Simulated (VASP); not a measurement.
# Ag in VASP: further runs

Runs on Ag. Level: PBEsol. Tasks: single point, relaxation of the atoms.

All numbers are computed with VASP 6.6.1; they aren't measurements. Logs are shortened: lines on timing, memory, paths and dates and some standing lists are left out, and cuts for length are marked.

## (1) The structure

The cell holds a slab with vacuum, 10 atoms: a = 2.865 Å, b = 4.052 Å, c = 27.892 Å, α = 90.00°, β = 90.00°, γ = 90.00°.

The slab is cut from a database's or a generator's crystal, which needn't be the stable form of the element.

## (2) Single point, PBEsol

Contents of INCAR:

```
SYSTEM = Ag
PREC = Accurate
ENCUT = 520
EDIFF = 1E-6
ISMEAR = 1
SIGMA = 0.1
LREAL = .FALSE.
LASPH = .TRUE.
NELM = 80
ALGO = Normal
ISIF = 2
LWAVE = .FALSE.
LCHARG = .FALSE.
LDIPOL = .TRUE.
IDIPOL = 3
DIPOL = 0.5 0.5 0.500
GGA = PS
LVHAR = .TRUE.
LVACPOTAV = .TRUE.
ICORELEVEL = 1
KPAR = 4
```

Contents of KPOINTS:

```
Automatic mesh
0
G
  13 10 1
  0 0 0
```

Contents of POSCAR:

```
Ag
1.0
    2.8648615100      0.0000000000      0.0000000000
    0.0000000000      4.0515260000      0.0000000000
    0.0000000000      0.0000000000     27.8918767900
Ag
10
Direct
    0.5000000000      0.5000000000      0.2688954900
    0.0000000000      0.0000000000      0.3202520500
    0.5000000000      0.5000000000      0.3716086100
    0.0000000000      0.0000000000      0.4229651600
    0.5000000000      0.5000000000      0.4743217200
    0.0000000000      0.0000000000      0.5256782800
    0.5000000000      0.5000000000      0.5770348400
    0.0000000000      0.0000000000      0.6283913900
    0.5000000000      0.5000000000      0.6797479500
    0.0000000000      0.0000000000      0.7311045100
```

Potentials or basis: VASP PAW PBE potentials, release 64 (Ag).

Run with:

```console
cat potpaw_PBE.64/Ag/POTCAR > POTCAR
mpirun -np 4 vasp_std > vasp.out
```

OUTCAR:

```text
SYSTEM = Ag
   PREC = Accurate
   ENCUT = 520
   EDIFF = 1E-6
   ISMEAR = 1
   LREAL = .FALSE.
   LASPH = .TRUE.
   NELM = 80
   ISIF = 2
   GGA = PS

 ion  position               nearest neighbor table
   1  0.500  0.500  0.269-   2 2.86   2 2.86   2 2.86   2 2.86   3 2.86
   2  0.000  0.000  0.320-   4 2.86   3 2.86   1 2.86   1 2.86   3 2.86   1 2.86   3 2.86   1 2.86
                             3 2.86
   3  0.500  0.500  0.372-   5 2.86   4 2.86   4 2.86   4 2.86   4 2.86   2 2.86   2 2.86   2 2.86
                             2 2.86   1 2.86
   4  0.000  0.000  0.423-   2 2.86   3 2.86   3 2.86   3 2.86   3 2.86   5 2.86   5 2.86   5 2.86
                             5 2.86   6 2.86
   5  0.500  0.500  0.474-   3 2.86   4 2.86   6 2.86   4 2.86   6 2.86   4 2.86   6 2.86   4 2.86
                             6 2.86   7 2.86
   6  0.000  0.000  0.526-   8 2.86   7 2.86   5 2.86   5 2.86   7 2.86   5 2.86   7 2.86   5 2.86
                             7 2.86   4 2.86
   7  0.500  0.500  0.577-   9 2.86   8 2.86   8 2.86   8 2.86   8 2.86   6 2.86   6 2.86   6 2.86
                             6 2.86   5 2.86
   8  0.000  0.000  0.628-   6 2.86   7 2.86   7 2.86   7 2.86   7 2.86   9 2.86   9 2.86   9 2.86
                             9 2.86  10 2.86
   9  0.500  0.500  0.680-   7 2.86   8 2.86  10 2.86   8 2.86  10 2.86   8 2.86  10 2.86   8 2.86
                            10 2.86
  10  0.000  0.000  0.731-   9 2.86   9 2.86   9 2.86   9 2.86   8 2.86

  LATTYP: Found a simple orthorhombic cell.
 ALAT       =     2.8648615100
 B/A-ratio  =     1.4142135618
 C/A-ratio  =     9.7358551862

  Lattice vectors:

 A1 = (   2.8648615100,   0.0000000000,   0.0000000000)
 A2 = (   0.0000000000,   4.0515260000,   0.0000000000)
 A3 = (   0.0000000000,   0.0000000000,  27.8918767900)

Analysis of symmetry for initial positions (statically):
=====================================================================
 Subroutine PRICEL returns:
 Original cell was already a primitive cell.

 Routine SETGRP: Setting up the symmetry group for a
 simple orthorhombic supercell.

 Subroutine GETGRP returns: Found  8 space group operations
 (whereof  4 operations were pure point group operations)
 out of a pool of  8 trial point group operations.

The static configuration has the point symmetry C_2v.
 The point group associated with its full space group is D_2h.

Analysis of symmetry for dynamics (positions and initial velocities):
=====================================================================
 Subroutine PRICEL returns:
 Original cell was already a primitive cell.

 Routine SETGRP: Setting up the symmetry group for a
 simple orthorhombic supercell.

 Subroutine GETGRP returns: Found  8 space group operations
 (whereof  4 operations were pure point group operations)
 out of a pool of  8 trial point group operations.

The dynamic configuration has the point symmetry C_2v.
 The point group associated with its full space group is D_2h.

 Subroutine INISYM returns: Found  8 space group operations
 (whereof  4 operations are pure point group operations),
 and found     1 'primitive' translations

----------------------------------------------------------------------------------------

                                     Primitive cell

  volume of cell :     323.7427

  direct lattice vectors                    reciprocal lattice vectors
     2.864861510  0.000000000  0.000000000     0.349057013  0.000000000  0.000000000
     0.000000000  4.051526000  0.000000000     0.000000000  0.246820581  0.000000000
     0.000000000  0.000000000 27.891876790     0.000000000  0.000000000  0.035852733

  length of vectors
     2.864861510  4.051526000 27.891876790     0.349057013  0.246820581  0.035852733

  position of ions in fractional coordinates (direct lattice)
     0.500000000  0.500000000  0.268895490
     0.000000000  0.000000000  0.320252050
     0.500000000  0.500000000  0.371608610
     0.000000000  0.000000000  0.422965160
     0.500000000  0.500000000  0.474321720
     0.000000000  0.000000000  0.525678280
     0.500000000  0.500000000  0.577034840
     0.000000000  0.000000000  0.628391390
     0.500000000  0.500000000  0.679747950
     0.000000000  0.000000000  0.731104510

  ion indices of the primitive-cell ions
[... 73 lines left out ...]
 SYSTEM =  Ag
   PREC   = accura    normal or accurate (medium, high low for compatibility)
   ISTART =      0    job   : 0-new  1-cont  2-samecut
   ICHARG =      2    charge: 1-file 2-atom 10-const
   ISPIN  =      1    spin polarized calculation?
   LNONCOLLINEAR =      F non collinear calculations
   LSORBIT =      F    spin-orbit coupling
   LASPH  =      T    aspherical Exc in radial PAW
   ENCUT  =  520.0 eV  38.22 Ry    6.18 a.u.   5.33  7.53 51.86*2*pi/ulx,y,z
   NELM   =     80;   NELMIN=  2; NELMDL= -5     # of ELM steps
   EDIFF  = 0.1E-05   stopping-criterion for ELM
   LREAL  =      F    real-space projection
   EDIFFG = 0.1E-04   stopping-criterion for IOM
   NSW    =      0    number of steps for IOM
   IBRION =     -1    ionic relax: 0-MD 1-quasi-New 2-CG
   NFREE  =      0    steps in history (QN), initial steepest desc. (CG)
   ISIF   =      2    stress and relaxation
   ISYM   =      2    0-nonsym 1-usesym 2-fastsym
   POTIM  = 0.5000    time-step for ionic-motion
   TEBEG  =    0.0;   TEEND  =   0.0 temperature during run
   PSTRESS=    0.0 pullay stress
   NELECT =     110.0000    total number of electrons
   NUPDOWN=      -1.0000    fix difference up-down
   EMIN   =  10.00;   EMAX   =-10.00  energy-range for DOS
   EFERMI =   0.00;   METHOD = LEGACY
   ISMEAR =     1;   SIGMA  =   0.10  broadening in eV -4-tet -1-fermi 0-gaus
   EFERMI_NEDOS =   21; number of points for ismear=-14 and -15
   IALGO  =     38    algorithm
   IMIX   =      4    mixing-type and parameters
     AMIX     =   0.40;   BMIX     =  1.00
     AMIX_MAG =   1.60;   BMIX_MAG =  1.00
  volume/ion in A,a.u.               =      32.37       218.47
  Fermi-wavevector in a.u.,A,eV,Ry     =   1.142367  2.158761 17.755641  1.305003
  Thomas-Fermi vector in A             =   2.279065
   LORBIT       =      0    0 simple, 1 ext, 2 COOP (PROOUT), +10 PAW based schemes
   GGA     = PS    functional components
   LHFCALC =     F    Hartree Fock is set to
   AEXX    =    0.0000 exact exchange contribution
   IVDW    =     0    specifies the selected vdW correction
   LEPSILON=     F    determine dielectric tensor
   LRPA    =     F    only Hartree local field effects (RPA)
 non-spin polarized calculation
 Methfessel and Paxton  Order N= 1 SIGMA  =   0.10
  energy-cutoff  :      520.00
  volume of cell :      323.74
 maximum number of plane-waves:      8769
 NGX is ok and might be reduce to    24
   NGX = 11   NGY = 15   NGZ =103

 dipolmoment           0.000000      0.000000      0.000000 electrons x Angstroem

 number of electron     109.9999969 magnetization

 dipolmoment           0.000000      0.000000     -0.000000 electrons x Angstroem

 Free energy of the ion-electron system (eV)
  ---------------------------------------------------
  ext. energy  EPLUGINS =         0.00000000
  ---------------------------------------------------
  free energy    TOTEN  =       -31.34977751 eV

  energy without entropy =      -31.34847359  energy(sigma->0) =      -31.34934287

 the core state eigenenergies are
   1-  1s -25319.7212  2s  -3723.3588  2p  -3338.8671  3s   -678.2202  3p   -551.9870
       3d   -353.0733  4s    -89.3834  4p    -52.8382
   2-  1s -25320.1870  2s  -3723.8530  2p  -3339.3600  3s   -678.6792  3p   -552.4461
       3d   -353.5381  4s    -89.7663  4p    -53.2029
   3-  1s -25320.2457  2s  -3723.9193  2p  -3339.4254  3s   -678.7502  3p   -552.5170
       3d   -353.6089  4s    -89.8458  4p    -53.2836
   4-  1s -25320.2938  2s  -3723.9684  2p  -3339.4745  3s   -678.7949  3p   -552.5617
       3d   -353.6541  4s    -89.8815  4p    -53.3174
   5-  1s -25320.2830  2s  -3723.9580  2p  -3339.4641  3s   -678.7853  3p   -552.5521
       3d   -353.6445  4s    -89.8738  4p    -53.3100
   6-  1s -25320.2830  2s  -3723.9580  2p  -3339.4641  3s   -678.7853  3p   -552.5521
       3d   -353.6445  4s    -89.8738  4p    -53.3100
   7-  1s -25320.2938  2s  -3723.9684  2p  -3339.4745  3s   -678.7949  3p   -552.5617
       3d   -353.6541  4s    -89.8815  4p    -53.3174
   8-  1s -25320.2457  2s  -3723.9193  2p  -3339.4254  3s   -678.7502  3p   -552.5170
       3d   -353.6089  4s    -89.8458  4p    -53.2836
   9-  1s -25320.1870  2s  -3723.8530  2p  -3339.3600  3s   -678.6792  3p   -552.4461
       3d   -353.5381  4s    -89.7663  4p    -53.2029
  10-  1s -25319.7212  2s  -3723.3588  2p  -3338.8671  3s   -678.2202  3p   -551.9870
       3d   -353.0733  4s    -89.3834  4p    -52.8382

 E-fermi :   2.3576     XC(G=0):  -7.1288

 val. band max:        2.3468981589   @ k =   0.0769   0.5000   0.0000
 cond. band min:       2.3792275598   @ k =   0.3077   0.5000   0.0000
 fundamental gap:      0.0323294009
 Fermi energy:         2.3576073016

 k-point     1 :       0.0000    0.0000    0.0000
  band No.  band energies     occupation
      1      -5.5471      2.00000
      2      -4.9890      2.00000
      3      -4.2269      2.00000
      4      -4.2217      2.00000
      5      -4.0523      2.00000
      6      -3.9914      2.00000
[... 1645 lines left out ...]
     65       7.6972      0.00000
     66       8.3165      0.00000

 [... further k-points ...]

------------------------ aborting loop because EDIFF is reached ----------------------------------------

  FORCE on cell =-STRESS in cart. coord.  units (eV):
  Direction    XX          YY          ZZ          XY          YZ          ZX
  --------------------------------------------------------------------------------------
  -------------------------------------------------------------------------------------
  Total       -2.9037142     -2.5187852     -0.4667378      0.0000000      0.0000000      0.0000000
  in kB      -14.3702542    -12.4652708     -2.3098487      0.0000000      0.0000000      0.0000000
  external PRESSURE =      -9.7151245 kB  Pullay stress =       0.0000000 kB

 VOLUME and BASIS-vectors are now :
 -----------------------------------------------------------------------------
  energy-cutoff  :      520.00
  volume of cell :      323.74
      direct lattice vectors                 reciprocal lattice vectors
     2.864861510  0.000000000  0.000000000     0.349057013  0.000000000  0.000000000
     0.000000000  4.051526000  0.000000000     0.000000000  0.246820581  0.000000000
     0.000000000  0.000000000 27.891876790     0.000000000  0.000000000  0.035852733

 POSITION                                       TOTAL-FORCE (eV/Angst)
 -----------------------------------------------------------------------------------
      1.43243      2.02576      7.50000         0.000000      0.000000      0.294837
      0.00000      0.00000      8.93243         0.000000      0.000000     -0.308078
      1.43243      2.02576     10.36486         0.000000      0.000000     -0.025752
      0.00000      0.00000     11.79729         0.000000      0.000000     -0.050062
      1.43243      2.02576     13.22972         0.000000      0.000000      0.036023
      0.00000      0.00000     14.66215         0.000000      0.000000     -0.036023
      1.43243      2.02576     16.09458         0.000000      0.000000      0.050062
      0.00000      0.00000     17.52702         0.000000      0.000000      0.025752
      1.43243      2.02576     18.95945         0.000000      0.000000      0.308078
      0.00000      0.00000     20.39188         0.000000      0.000000     -0.294837
 -----------------------------------------------------------------------------------
    total drift:                                0.000000     -0.000000     -0.000000

  FREE ENERGIE OF THE ION-ELECTRON SYSTEM (eV)
  ---------------------------------------------------
  free  energy   TOTEN  =       -31.3497775108 eV

  energy  without entropy=      -31.3484735937  energy(sigma->0) =      -31.34934287

 vacuum level on the upper side and lower side of the slab         6.668         6.668
```

Run time: 11 min. Hardware: 4 MPI ranks of Intel Xeon Platinum 8488C (Sapphire Rapids), shared host; peak memory 0.76 GiB.

Results:

| Item | Value |
| --- | --- |
| Free energy | -31.3498 eV |
| Largest force | 0.308 eV/Å |
| Band gap on the k mesh | none (metal or under the smearing width) |
| Work function of the upper face | 4.31 eV |
| Work function of the lower face | 4.31 eV |

Forces on the atoms (eV/Å):
```
Ag   0.000  0.000  0.295
Ag   0.000  0.000 -0.308
Ag   0.000  0.000 -0.026
Ag   0.000  0.000 -0.050
Ag   0.000  0.000  0.036
Ag   0.000  0.000 -0.036
Ag   0.000  0.000  0.050
Ag   0.000  0.000  0.026
Ag   0.000  0.000  0.308
Ag   0.000  0.000 -0.295
```

Core levels (eV, on the scale of the bands):
| atom | levels |
| --- | --- |
| 1 Ag | 1s -25319.7, 2s -3723.4, 2p -3338.9, 3s -678.2, 3p -552.0, 3d -353.1, 4s -89.4, 4p -52.8 |
| 2 Ag | 1s -25320.2, 2s -3723.9, 2p -3339.4, 3s -678.7, 3p -552.4, 3d -353.5, 4s -89.8, 4p -53.2 |
| 3 Ag | 1s -25320.2, 2s -3723.9, 2p -3339.4, 3s -678.8, 3p -552.5, 3d -353.6, 4s -89.8, 4p -53.3 |
| 4 Ag | 1s -25320.3, 2s -3724.0, 2p -3339.5, 3s -678.8, 3p -552.6, 3d -353.7, 4s -89.9, 4p -53.3 |
| 5 Ag | 1s -25320.3, 2s -3724.0, 2p -3339.5, 3s -678.8, 3p -552.6, 3d -353.6, 4s -89.9, 4p -53.3 |
| 6 Ag | 1s -25320.3, 2s -3724.0, 2p -3339.5, 3s -678.8, 3p -552.6, 3d -353.6, 4s -89.9, 4p -53.3 |

Caveat: the PAW data sets were made with another functional, which shifts forces and pressure a little.

(Part 1 of 2 ends here.)
